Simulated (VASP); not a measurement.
Crystal: Sr.

```
Sr
1.0
    -2.81000    2.86000    1.52500
     2.81000   -2.86000    1.52500
     2.81000    2.86000   -1.52500
Sr
2
Direct
  0.87500 0.12500 0.75000
  0.12500 0.87500 0.25000
```

This isn't the form of Sr at room conditions, which is fcc.

| Item | Value |
| --- | --- |
| Program | VASP 6.6.1 |
| Task | relaxation of cell and atoms |
| Functional | PBE |
| Potentials or basis | VASP PAW PBE potentials, release 64 (Sr_sv) |
| Cutoff | 520 eV |
| k mesh | 16 × 16 × 16 |
| Occupations | gaussian, width 0.1 eV |
| Spin | no spin polarisation |

At the start: pressure 28.7 GPa; volume 24.51 Å³/atom.

Task: Where does the relaxation end?

Result: Over 10 steps the energy falls by 1446.4 meV/atom and the volume is 54.99 Å³/atom (+124.3 %); space group I4_1/amd (No. 141, to 0.05 Å).

Step by step:
| step | energy change (eV) | largest force (eV/Å) | pressure (GPa) | volume (Å³) |
| --- | --- | --- | --- | --- |
| 1 | 0.0000 | 0.0082 | 28.66 | 49.02 |
| 2 | -2.7238 | 0.0002 | 2.88 | 87.16 |
| 3 | -2.8498 | 0.0039 | 1.19 | 97.45 |
| 4 | -2.8684 | 0.0123 | -0.67 | 120.38 |
| 5 | -2.8918 | 0.0089 | -0.04 | 110.46 |
| 6 | -2.8917 | 0.0083 | 0.08 | 108.89 |
| 7 | -2.8924 | 0.0018 | 0.08 | 108.95 |
| 8 | -2.8925 | 0.0022 | 0.08 | 108.97 |
| 9 | -2.8927 | 0.0011 | 0.04 | 109.47 |
| 10 | -2.8928 | 0.0002 | 0.00 | 109.97 |

Final structure:
```
Sr
1.0
    -3.71577    3.71476    1.99180
     3.71577   -3.71476    1.99180
     3.71577    3.71476   -1.99180
Sr
2
Direct
  0.87494 0.12494 0.75000
  0.12506 0.87506 0.25000
```

Caveat: the volume moved by over 15 % at a fixed basis, so the end points are rough; the volume moved by +124 % from the deposited cell, more than functionals usually miss.
